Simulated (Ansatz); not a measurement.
# MgO (Fm-3m): G0W0 and the choice of datasets

```yaml
crystal:
  lattice:
    - [0.00000, 2.03133, 2.03133]
    - [2.03133, 0.00000, 2.03133]
    - [2.03133, 2.03133, 0.00000]
  atoms:
    - { symbol: Mg, position: [0.00000, 0.00000, 0.00000] }
    - { symbol: O, position: [0.50000, 0.50000, 0.50000] }
```

Held fixed (Ansatz):

| Item | Value |
| --- | --- |
| orbitals | PBE |
| k mesh | 4×4×4 |
| empty bands | 108 |
| response cutoff | 200 eV |
| frequencies | plasmon pole, fitted at 0 and 25.65i eV |
| q → 0 term | analytic weight of Carrier, Rohra and Görling |
| band sums | cut at the band count |

The gap is read direct at Γ, linearised, between the Kohn-Sham band edges among the points solved. The direct gap is read between the top filled and lowest empty Kohn-Sham band at Γ. ε∞ is the electronic dielectric constant on this mesh.

```
          datasets, wave cutoff  KS gap (eV)  G0W0 gap (eV)  direct at Γ (eV)   ε∞
          all-electron, 3300 eV         5.86           8.60              8.60  3.1
               hard PAW, 700 eV         5.86           8.60              8.60  3.1
hand-made PAW, accurate, 900 eV         5.86           8.62              8.62  3.1
          hand-made PAW, 930 eV         5.86           8.62              8.62  3.1
                JTH PAW, 700 eV         5.85           8.60              8.60  3.1
    soft PAW (1st gen.), 420 eV         5.87           8.57              8.57  3.1
       norm-conserving, 1240 eV         5.87           8.32              8.32  3.1
```

Farthest from all-electron, 3300 eV in the G0W0 gap: norm-conserving, 1240 eV (-0.28 eV). The nearest differs by 0.002 eV.

The cell is a model at fixed atoms and needn't be the relaxed known crystal. Soft PAW datasets can miss an all-electron G0W0 gap by more than 5 %. With norm-conserving pseudopotentials the core–valence exchange is only approximate, which can shift gaps by tenths of an eV and RPA lattice constants by most of a per cent. The mesh is coarse, so these are values at the stated settings, not converged ones. Band sums or response are cut, so the gap isn't at its basis limit.
